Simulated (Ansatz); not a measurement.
Working through a comparison of functionals at one structure of CaF2, space group Fm-3m

Computed with the Ansatz DFT code, driven from Python.

Notebook, run cell by cell (the value of a cell's last expression is shown):

```python
import ansatz as az
from pymatgen.core import Lattice, Structure
from pymatgen.io.ase import AseAtomsAdaptor
from tabulate import tabulate

pmg_structure = Structure(
    Lattice([(0.0, 2.731, 2.731), (2.731, 0.0, 2.731), (2.731, 2.731, 0.0)]),
    ["Ca", "F", "F"],
    [
        (0.0, 0.0, 0.0),
        (0.25, 0.25, 0.25),
        (0.75, 0.75, 0.75),
    ],
)
cell = az.Crystal.from_ase(AseAtomsAdaptor.get_atoms(pmg_structure))
```

```python
[site.symbol for site in cell.resolved().sites]
```

    ['Ca', 'F', 'F']

```python
calc = (
    cell.calculation()
    .occupations(az.OccupationsMethod.FIXED)
    .pseudopotentials("paw")
    .kpoints(8, 8, 8, center="gamma")
    .stress()
)
```

```python
rows = []
for value in ["revpbe", "pbe", "blyp", "pbesol", "rpbe"]:
    report = calc.functional(value).run().report
    rows.append((value, report["free_energy_ev"] / len(report["lattice"]["sites"]), report["n_iterations"], sum(report["stress_gpa"][i][i] for i in range(3)) / 3, report["n_kpoints"]))
```

    DeckWarning: basis.ecutwfc = 420 eV, auto-derived from the records' recommended cutoffs: set by Ca (normal level)

```python
print(tabulate(rows, headers=["functional", "F/atom (eV)", "iterations", "P (GPa)", "k-points"], floatfmt=".4f", tablefmt="github"))
```

    | functional   |   F/atom (eV) |   iterations |   P (GPa) |   k-points |
    |--------------|---------------|--------------|-----------|------------|
    | revpbe       |    -1148.5896 |            7 |    5.4029 |         29 |
    | pbe          |    -1146.6013 |            6 |    2.2140 |         29 |
    | blyp         |    -1150.2984 |            6 |    4.0379 |         29 |
    | pbesol       |    -1133.6274 |            6 |   -1.8718 |         29 |
    | rpbe         |    -1149.3705 |            6 |    6.4078 |         29 |

From lowest to highest: PBEsol (-1.9 GPa), PBE (2.2 GPa), BLYP (4.0 GPa), revPBE (5.4 GPa) and RPBE (6.4 GPa). At a fixed cell a lower pressure usually means a smaller equilibrium volume, so PBEsol prefers the smallest cell and RPBE the largest. Gaps by band count in the reports: revPBE 7.59 eV, PBE 7.30 eV, BLYP 7.40 eV, PBEsol 7.12 eV and RPBE 7.64 eV (Kohn-Sham values on this mesh, as a rule under measured gaps).

Pressure is positive in compression. The structure is a deposited one; some such entries were measured under pressure or heat, so a shift against it needn't be the functional's error alone. Warnings are shown shortened and without file and line. Total energies of different functionals can't be compared; pressures, moments and gaps at this one structure can. The whole script took 10 s on 1 thread of Arm Neoverse N1 (shared host), peak memory 0.41 GiB.
